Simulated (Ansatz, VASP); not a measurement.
# Cross-check of TiO2 between VASP and Ansatz

Aim: how closely do two programs agree when they are given the same cell, functional and k mesh? The cell is taken from a series of runs on this material, whose earlier steps may have relaxed, scaled, displaced or heated it; both programs get it as it stands.

Program: Ansatz 0.2.0. Level of theory: plane waves, with VASP 6.6.1 beside it; dielectric response at LDA. Results are calculated unless marked as measured.

## (1) Set-up

It takes space group P3_121 (No. 152, trigonal). Conventional cell: a = 5.291 Å, b = 5.291 Å, c = 6.133 Å, α = 90.00°, β = 90.00°, γ = 120.00°. Ti has 4 O at 1.79 to 1.80 Å nearest. Nearest to O lie 2 Ti at 1.79 to 1.80 Å. Farther neighbours and most contacts between anions are not listed.

## (2) VASP: dielectric response, LDA

The response to a field tests empty states and converges slowly with the mesh.

Lines of VASP's logs that name or quote its potential files are left out, and so is its time.

Input file INCAR:

```
SYSTEM = TiO2
PREC = Accurate
ENCUT = 520
EDIFF = 1E-08
NELM = 120
ISMEAR = 0
SIGMA = 0.01
LREAL = .FALSE.
ALGO = Normal
GGA = CA
NBANDS = 45
LASPH = .TRUE.
LORBIT = 11
LWAVE = .FALSE.
LCHARG = .FALSE.
ISIF = 2
LEPSILON = .TRUE.
GGA_COMPAT = .FALSE.
EFERMI = MIDGAP
KPAR = 2
```

Input file POSCAR:

```
TiO2
1.0
    5.2910000000      0.0000000000      0.0000000000
   -2.6455000000      4.5821404114      0.0000000000
    0.0000000000      0.0000000000      6.1330000000
Ti O
3 6
Direct
    0.4584369692      0.0000000000      0.3333333333
    0.0000000000      0.4584369692      0.6666666667
    0.5415630308      0.5415630308      0.0000000000
    0.4119210658      0.2878300503      0.2237616203
    0.7121699497      0.1240910155      0.5570949537
    0.8759089845      0.5880789342      0.8904282870
    0.2878300503      0.4119210658      0.7762383797
    0.1240910155      0.7121699497      0.4429050463
    0.5880789342      0.8759089845      0.1095717130
```

Input file KPOINTS:

```
Automatic mesh
0
Gamma
6 6 4
0 0 0
```

Potentials, in the order of the species: Ti_sv and O (LDA family, release 64).

Run with:

```console
> mpirun -np 2 vasp_std
```

Numbers of over 12 decimals in the logs are rounded to 6 here.

Output:

```text
[banner, memory and clock lines left out]
running    2 mpi-ranks, on    1 nodes
 distrk:  each k-point on    1 cores,    2 groups
 distr:  one band on    1 cores,    1 groups

 POSCAR found type information on POSCAR TiO
 POSCAR found :  2 types and       9 ions
 LDA part: xc-table for (Slater(with rela. corr.)+CA(PZ))
 , standard interpolation
 POSCAR, INCAR and KPOINTS ok, starting setup
 FFT: planning ... GRIDC
 FFT: planning ... GRID_SOFT
 FFT: planning ... GRID
 WAVECAR not read
 entering main loop
       N       E                     dE             d eps       ncg     rms          rms(c)
DAV:   1     0.104980710398E+04    0.10498E+04   -0.36810E+04  2200   0.173E+03
DAV:   2     0.759908093308E+02   -0.97382E+03   -0.93772E+03  2468   0.532E+02
DAV:   3    -0.952893242216E+02   -0.17128E+03   -0.16965E+03  2889   0.210E+02
DAV:   4    -0.108690653270E+03   -0.13401E+02   -0.13385E+02  3440   0.577E+01
DAV:   5    -0.109459923527E+03   -0.76927E+00   -0.76905E+00  3208   0.111E+01    0.441E+01
DAV:   6    -0.872899911817E+02    0.22170E+02   -0.18146E+02  3400   0.102E+02    0.180E+01
DAV:   7    -0.865600893807E+02    0.72990E+00   -0.40902E+01  3128   0.399E+01    0.124E+01
DAV:   8    -0.863174229556E+02    0.24267E+00   -0.44753E+00  2896   0.176E+01    0.306E+00
DAV:   9    -0.862574582802E+02    0.59965E-01   -0.83964E-01  3145   0.672E+00    0.130E+00
DAV:  10    -0.862630863575E+02   -0.56281E-02   -0.15543E-01  2960   0.336E+00    0.661E-01
DAV:  11    -0.862615272018E+02    0.15592E-02   -0.28646E-02  2724   0.144E+00    0.146E-01
DAV:  12    -0.862617135294E+02   -0.18633E-03   -0.12947E-03  2883   0.211E-01    0.365E-02
DAV:  13    -0.862617040113E+02    0.95182E-05   -0.16993E-04  3263   0.856E-02    0.100E-02
DAV:  14    -0.862617048012E+02   -0.78995E-06   -0.11172E-05  3035   0.209E-02    0.657E-03
DAV:  15    -0.862617048554E+02   -0.54177E-07   -0.22831E-06  3169   0.758E-03    0.402E-03
DAV:  16    -0.862617049390E+02   -0.83593E-07   -0.77715E-07  3003   0.716E-03    0.234E-03
DAV:  17    -0.862617049035E+02    0.35441E-07   -0.38924E-07  2985   0.465E-03    0.734E-04
DAV:  18    -0.862617048988E+02    0.47603E-08   -0.48098E-08  2211   0.184E-03
   1 F= -.86261705E+02 E0= -.86261705E+02  d E =0.000000E+00
 Linear response reoptimize wavefunctions to high precision
DAV:   1    -0.862617048988E+02   -0.20009E-10   -0.27726E-09  1521   0.479E-04
DAV:   2    -0.862617048988E+02   -0.30923E-10   -0.83338E-10  1395   0.228E-04
 Linear response G [H, r] |phi>, progress :
  Direction:   1
       N       E                     dE             d eps       ncg     rms
RMM:   1    -0.356327816882E+03   -0.35633E+03   -0.54283E+03  2365   0.105E+03
RMM:   2    -0.270238064159E+03    0.86090E+02   -0.31277E+02  3824   0.101E+02
RMM:   3    -0.281394566161E+03   -0.11157E+02   -0.72785E+01  5150   0.343E+01
RMM:   4    -0.283078946003E+03   -0.16844E+01   -0.17256E+01  5796   0.160E+01
RMM:   5    -0.283573962139E+03   -0.49502E+00   -0.43997E+00  5875   0.782E+00
RMM:   6    -0.283771355177E+03   -0.19739E+00   -0.15376E+00  5825   0.424E+00
RMM:   7    -0.283834938685E+03   -0.63584E-01   -0.53317E-01  5885   0.235E+00
RMM:   8    -0.283859370747E+03   -0.24432E-01   -0.27232E-01  5903   0.143E+00
RMM:   9    -0.283868972269E+03   -0.96015E-02   -0.11190E-01  5927   0.889E-01
RMM:  10    -0.283873104834E+03   -0.41326E-02   -0.65306E-02  5940   0.581E-01
RMM:  11    -0.283875809405E+03   -0.27046E-02   -0.26105E-02  5951   0.387E-01
RMM:  12    -0.283877296289E+03   -0.14869E-02   -0.17746E-02  5937   0.267E-01
RMM:  13    -0.283878282628E+03   -0.98634E-03   -0.12357E-02  5945   0.189E-01
RMM:  14    -0.283878924858E+03   -0.64223E-03   -0.47641E-03  5936   0.136E-01
[...]
RMM:  22    -0.283880163614E+03   -0.27390E-04    0.16003E-04  5668   0.248E-02
RMM:  23    -0.283880188001E+03   -0.24388E-04   -0.18465E-05  5651   0.223E-02
RMM:  24    -0.283880202650E+03   -0.14649E-04    0.27688E-04  5635   0.203E-02
RMM:  25    -0.283880216409E+03   -0.13759E-04    0.12488E-04  5617   0.188E-02
RMM:  26    -0.283880224631E+03   -0.82220E-05    0.54884E-04  5632   0.176E-02
RMM:  27    -0.283880229351E+03   -0.47204E-05    0.29902E-04  5621   0.167E-02
RMM:  28    -0.283880236759E+03   -0.74077E-05    0.12104E-04  5631   0.159E-02
RMM:  29    -0.283880237836E+03   -0.10770E-05    0.30755E-04  5662   0.153E-02
[...]
RMM:   9    -0.131699386001E+01   -0.15479E-05   -0.14865E-05  5576   0.124E-02
RMM:  10    -0.131699430974E+01   -0.44973E-06   -0.53629E-06  5616   0.686E-03
RMM:  11    -0.131699448847E+01   -0.17873E-06   -0.26617E-06  5552   0.407E-03
RMM:  12    -0.131699453703E+01   -0.48559E-07   -0.10542E-06  5457   0.248E-03
RMM:  13    -0.131699456710E+01   -0.30071E-07   -0.20514E-06  5377   0.165E-03
RMM:  14    -0.131699457158E+01   -0.44751E-08   -0.28833E-07  5303   0.122E-03
RMM:  15    -0.131699457456E+01   -0.29837E-08   -0.78262E-07  5213   0.982E-04
RMM:  16    -0.131699457581E+01   -0.12436E-08   -0.11658E-06  5066   0.853E-04
RMM:  17    -0.131699457559E+01    0.21267E-09    0.28219E-07  4884   0.786E-04
RMM:  18    -0.131699457563E+01   -0.38050E-10   -0.42116E-07  4703   0.754E-04
RMM:  19    -0.131699457569E+01   -0.54799E-10   -0.28340E-07  4604   0.737E-04
[...]
RMM:   3    -0.117578593405E+01    0.11527E+00   -0.42696E-01  8254   0.313E+00    0.112E+00
RMM:   4    -0.117449062486E+01    0.12953E-02   -0.39713E-02  9034   0.146E+00    0.524E-01
RMM:   5    -0.119381364927E+01   -0.19323E-01   -0.20646E-02  9158   0.973E-01    0.161E-01
RMM:   6    -0.120016308654E+01   -0.63494E-02   -0.72805E-03 10482   0.424E-01    0.850E-02
RMM:   7    -0.120404745731E+01   -0.38844E-02   -0.26388E-03 10197   0.207E-01    0.369E-02
RMM:   8    -0.120476069612E+01   -0.71324E-03    0.11211E-03 10662   0.112E-01    0.181E-02
RMM:   9    -0.120540364949E+01   -0.64295E-03    0.33130E-04 10722   0.600E-02    0.745E-03
RMM:  10    -0.120550406414E+01   -0.10041E-03    0.26115E-04 10990   0.309E-02    0.382E-03
RMM:  11    -0.120552151070E+01   -0.17447E-04    0.17363E-04 10800   0.175E-02    0.198E-03
RMM:  12    -0.120553039706E+01   -0.88864E-05    0.12170E-04 10713   0.993E-03    0.930E-04
RMM:  13    -0.120554275366E+01   -0.12357E-04    0.62937E-06 11103   0.574E-03    0.394E-04
RMM:  14    -0.120553740962E+01    0.53440E-05    0.51863E-05 10875   0.336E-03    0.199E-04
RMM:  15    -0.120553418292E+01    0.32267E-05    0.17921E-05 10984   0.212E-03    0.243E-04
RMM:  16    -0.120553444564E+01   -0.26272E-06    0.35878E-05 10691   0.144E-03    0.453E-05
RMM:  17    -0.120553507605E+01   -0.63041E-06    0.28299E-05 10958   0.104E-03    0.627E-05
RMM:  18    -0.120553399950E+01    0.10766E-05    0.48943E-05 10721   0.839E-04    0.508E-05
RMM:  19    -0.120553480314E+01   -0.80364E-06    0.48468E-05 10675   0.730E-04    0.206E-05
RMM:  20    -0.120553440854E+01    0.39459E-06    0.48569E-05 10248   0.670E-04    0.229E-05
RMM:  21    -0.120553471255E+01   -0.30401E-06    0.41594E-05  9681   0.638E-04    0.150E-05
RMM:  22    -0.120553471098E+01    0.15664E-08    0.45532E-05  9349   0.623E-04    0.171E-06
 change of polarisation eV/A/(eV/A) component  1 :     2.303    -0.087    -0.010
 dielectric tensor                  component  1 :     3.803    -0.106    -0.012
 Linear response to external field, progress :
  Direction:   2
       N       E                     dE             d eps       ncg     rms          rms(c)
RMM:   1    -0.115768825632E+01   -0.11577E+01   -0.28605E+00 12122   0.122E+01
RMM:   2    -0.129112628346E+01   -0.13344E+00   -0.27347E-01 13796   0.271E+00    0.209E+00
RMM:   3    -0.117581517907E+01    0.11531E+00   -0.42642E-01 13327   0.312E+00    0.112E+00
RMM:   4    -0.117404196197E+01    0.17732E-02   -0.35073E-02 14658   0.146E+00    0.524E-01
RMM:   5    -0.119370761185E+01   -0.19666E-01   -0.19289E-02 14855   0.974E-01    0.161E-01
RMM:   6    -0.120031705426E+01   -0.66094E-02   -0.86060E-03 17097   0.424E-01    0.850E-02
RMM:   7    -0.120397253330E+01   -0.36555E-02   -0.18324E-03 16560   0.207E-01    0.367E-02
RMM:   8    -0.120494564414E+01   -0.97311E-03   -0.78693E-04 17466   0.112E-01    0.181E-02
RMM:   9    -0.120546304111E+01   -0.51740E-03   -0.33268E-05 17455   0.603E-02    0.748E-03
RMM:  10    -0.120551300736E+01   -0.49966E-04    0.25837E-04 17879   0.313E-02    0.378E-03
RMM:  11    -0.120553532691E+01   -0.22320E-04    0.83776E-05 17558   0.178E-02    0.199E-03
RMM:  12    -0.120554283697E+01   -0.75101E-05    0.82187E-05 17356   0.101E-02    0.977E-04
RMM:  13    -0.120554943149E+01   -0.65945E-05   -0.70826E-06 17669   0.597E-03    0.383E-04
RMM:  14    -0.120554188976E+01    0.75417E-05    0.21073E-05 17864   0.350E-03    0.138E-04
RMM:  15    -0.120554162931E+01    0.26045E-06    0.13715E-05 17953   0.213E-03    0.129E-04
RMM:  16    -0.120554214913E+01   -0.51982E-06    0.25412E-05 17202   0.144E-03    0.113E-04
RMM:  17    -0.120554073360E+01    0.14155E-05    0.21761E-05 17583   0.108E-03    0.104E-04
RMM:  18    -0.120554047893E+01    0.25468E-06    0.27791E-05 17472   0.853E-04    0.723E-05
RMM:  19    -0.120554140198E+01   -0.92305E-06    0.25253E-05 17347   0.733E-04    0.181E-05
RMM:  20    -0.120554111555E+01    0.28643E-06    0.27960E-05 16863   0.667E-04    0.299E-05
RMM:  21    -0.120554129864E+01   -0.18309E-06    0.29122E-05 16042   0.636E-04    0.130E-05
RMM:  22    -0.120554152868E+01   -0.23003E-06    0.26844E-05 15442   0.619E-04    0.458E-06
 change of polarisation eV/A/(eV/A) component  2 :     0.000     2.303     0.000
 dielectric tensor                  component  2 :     0.000     3.803     0.000
 Linear response to external field, progress :
  Direction:   3
       N       E                     dE             d eps       ncg     rms          rms(c)
RMM:   1    -0.130407441352E+01   -0.13041E+01   -0.35846E+00  4793   0.125E+01
RMM:   2    -0.144449627316E+01   -0.14042E+00   -0.27267E-01  5417   0.270E+00    0.205E+00
RMM:   3    -0.136760075495E+01    0.76896E-01   -0.52380E-01  5235   0.293E+00    0.112E+00
RMM:   4    -0.135073477350E+01    0.16866E-01   -0.40272E-02  5659   0.145E+00    0.537E-01
RMM:   5    -0.137545292722E+01   -0.24718E-01   -0.35292E-02  5885   0.986E-01    0.163E-01
RMM:   6    -0.138381523117E+01   -0.83623E-02   -0.27939E-02  6134   0.496E-01    0.107E-01
RMM:   7    -0.138495833584E+01   -0.11431E-02   -0.86606E-03  6098   0.274E-01    0.309E-02
RMM:   8    -0.138559307317E+01   -0.63474E-03   -0.46743E-03  6665   0.139E-01    0.180E-02
RMM:   9    -0.138589808693E+01   -0.30501E-03   -0.23751E-03  6627   0.718E-02    0.754E-03
RMM:  10    -0.138594697185E+01   -0.48885E-04   -0.16818E-03  6643   0.410E-02    0.539E-03
RMM:  11    -0.138582500931E+01    0.12196E-03   -0.62208E-04  6657   0.236E-02    0.120E-03
RMM:  12    -0.138581747709E+01    0.75322E-05   -0.44652E-04  6991   0.131E-02    0.111E-03
RMM:  13    -0.138585995871E+01   -0.42482E-04   -0.28717E-04  6667   0.751E-03    0.205E-03
RMM:  14    -0.138579394644E+01    0.66012E-04   -0.12791E-04  6541   0.496E-03    0.824E-04
RMM:  15    -0.138579852362E+01   -0.45772E-05   -0.79338E-05  7065   0.296E-03    0.362E-04
RMM:  16    -0.138579791440E+01    0.60922E-06   -0.50442E-05  6864   0.188E-03    0.199E-04
RMM:  17    -0.138579340288E+01    0.45115E-05   -0.24171E-05  6937   0.132E-03    0.260E-04
RMM:  18    -0.138579722120E+01   -0.38183E-05   -0.22331E-05  6531   0.108E-03    0.281E-05
RMM:  19    -0.138579655506E+01    0.66615E-06   -0.16359E-05  6809   0.904E-04    0.325E-05
RMM:  20    -0.138579733173E+01   -0.77667E-06   -0.18362E-05  6432   0.827E-04    0.618E-06
 change of polarisation eV/A/(eV/A) component  3 :     0.020     0.059     2.652
 dielectric tensor                  component  3 :     0.024     0.072     4.228
 Born effective charges drift removed
```

OUTCAR, selected parts (step 2):

```text
ion  position               nearest neighbor table
   1  0.458  0.000  0.333-   4 1.79   8 1.79   9 1.80   5 1.80
   2  0.000  0.458  0.667-   5 1.79   7 1.79   6 1.80   8 1.80
   3  0.542  0.542  0.000-   9 1.79   6 1.79   4 1.80   7 1.80
   4  0.412  0.288  0.224-   1 1.79   3 1.80
   5  0.712  0.124  0.557-   2 1.79   1 1.80
   6  0.876  0.588  0.890-   3 1.79   2 1.80
   7  0.288  0.412  0.776-   2 1.79   3 1.80
   8  0.124  0.712  0.443-   1 1.79   2 1.80
   9  0.588  0.876  0.110-   3 1.79   1 1.80

  LATTYP: Found a hexagonal cell.
 ALAT       =     5.2910000000
 C/A-ratio  =     1.1591381591

 Subroutine GETGRP returns: Found  6 space group operations
 (whereof  2 operations were pure point group operations)

The static configuration has the point symmetry C_2 .
 The point group associated with its full space group is D_3 .

 Found     24 irreducible k-points:

   k-points           NKPTS =     24   k-points in BZ     NKDIM =     24   number of bands    NBANDS=     45

   dimension x,y,z NGX =    40 NGY =   40 NGZ =   48
   dimension x,y,z NGXF=    80 NGYF=   80 NGZF=   96

   ENCUT  =  520.0 eV  38.22 Ry    6.18 a.u.   9.84  9.84 11.40*2*pi/ulx,y,z

   NELECT =      72.0000    total number of electrons

 k-points in reciprocal lattice and weights: Automatic mesh
   0.00000000  0.00000000  0.00000000       0.007
   0.16666667  0.00000000  0.00000000       0.042
   0.33333333  0.00000000  0.00000000       0.042
   0.50000000  0.00000000  0.00000000       0.021
   0.16666667  0.16666667  0.00000000       0.042
   0.33333333  0.16666667  0.00000000       0.083
   0.33333333  0.33333333  0.00000000       0.014
   0.00000000  0.00000000  0.25000000       0.014
   0.16666667  0.00000000  0.25000000       0.042
[...]
0.33333333  0.16666667  0.50000000       0.083
   0.33333333  0.33333333  0.50000000       0.014

 average (electrostatic) potential at core
       1 -79.7838       2 -79.7838       3 -79.7838       4 -74.8016       5 -74.8016
       6 -74.8016       7 -74.8016       8 -74.8016       9 -74.8016

  Total        1.7854662      1.7854662     -0.2111888     -0.0000000     -0.0000000      0.0000000
  in kB       19.2390271     19.2390271     -2.2756334     -0.0000000     -0.0000000      0.0000000
  external PRESSURE =      12.0674736 kB  Pullay stress =       0.0000000 kB

  energy-cutoff  :      520.00
  volume of cell :      148.69
      direct lattice vectors                 reciprocal lattice vectors
     5.291000000  0.000000000  0.000000000     0.189000189  0.109119310  0.000000000
    -2.645500000  4.582140411  0.000000000     0.000000000  0.218238620  0.000000000
     0.000000000  0.000000000  6.133000000     0.000000000  0.000000000  0.163052340

 POSITION                                       TOTAL-FORCE (eV/Angst)
 -----------------------------------------------------------------------------------
      2.42559      0.00000      2.04433        -0.001599     -0.000000      0.000000
     -1.21280      2.10062      4.08867         0.000800     -0.001385      0.000000
      1.43270      2.48152      0.00000         0.000800      0.001385      0.000000
      1.41802      1.31888      1.37233        -0.086859      0.019651      0.053697
      3.43981      0.56860      3.41666         0.026411     -0.085048      0.053697
      3.07867      2.69466      5.46100         0.060448      0.065397      0.053697
      0.43317      1.88748      4.76067         0.060448     -0.065397     -0.053697
     -1.22748      3.26326      2.71634        -0.086859     -0.019651     -0.053697
      0.79431      4.01354      0.67200         0.026411      0.085048     -0.053697
 -----------------------------------------------------------------------------------
    total drift:                                0.000002      0.000002      0.000000

 MACROSCOPIC STATIC DIELECTRIC TENSOR (including local field effects in DFT)
 ------------------------------------------------------
           3.802595     0.000000     0.000000
           0.000000     3.802595     0.000000
           0.000000     0.000000     4.227711
 ------------------------------------------------------

 PIEZOELECTRIC TENSOR (including local field effects)  for field in x, y, z        (C/m^2)
          XX          YY          ZZ          XY          YZ          ZX
  --------------------------------------------------------------------------------
  x    -0.17865     0.17865     0.00000     0.00000     0.23427     0.00000
  y    -0.00000     0.00000    -0.00000     0.17865    -0.00000    -0.23427
  z     0.00000     0.00000     0.00000    -0.00000     0.00000     0.00000

 BORN EFFECTIVE CHARGES (including local field effects) (in |e|, cummulative output)
 ---------------------------------------------------------------------------------
 ion    1
    1     3.90476     0.00000     0.00000
    2     0.00000     5.14014     1.02552
    3     0.00000    -1.09626     5.30650
 ion    2
    1     4.83130     0.53493    -0.88813
    2     0.53493     4.21361    -0.51276
    3     0.94939     0.54813     5.30650
 ion    3
    1     4.83130    -0.53493     0.88813
    2    -0.53493     4.21361    -0.51276
    3    -0.94939     0.54813     5.30650
 ion    4
    1    -1.31706     1.33986    -1.00200
    2     1.10768    -3.20539     1.99454
    3    -0.77397     2.23345    -2.65325
 ion    5
    1    -1.67349    -1.31347    -1.22632
    2    -1.54565    -2.84896    -1.86503
    3    -1.54724    -1.78700    -2.65325
 ion    6
    1    -3.79313     0.32188     2.22832
    2     0.08970    -0.72932    -0.12951
    3     2.32121    -0.44645    -2.65325
 ion    7
    1    -3.79313    -0.32188    -2.22832
    2    -0.08970    -0.72932    -0.12951
    3    -2.32121    -0.44645    -2.65325
 ion    8
    1    -1.31706    -1.33986     1.00200
    2    -1.10768    -3.20539     1.99454
    3     0.77397     2.23345    -2.65325
 ion    9
    1    -1.67349     1.31347     1.22632
    2     1.54565    -2.84896    -1.86503
    3     1.54724    -1.78700    -2.65325
```

This run has no spin polarisation, so a moment on Ti, if there is one, isn't seen. The gap is read on the k-mesh alone, so it is an upper bound where the band edges lie off the mesh.

(Part 1 of 2 ends here.)

[Lines on the potential files, build, host, timing and source positions are cut from VASP's logs without a mark.]

[Logs are printed without paths, hosts, clocks, repeated set-up lines and the standing remarks that a program may print on its own settings, such as how far it seeks lower states.]

[Hosts, paths, dates, database ids (printed as entryN), source tags and the programs' standing remarks are cut or masked in the printed files.]
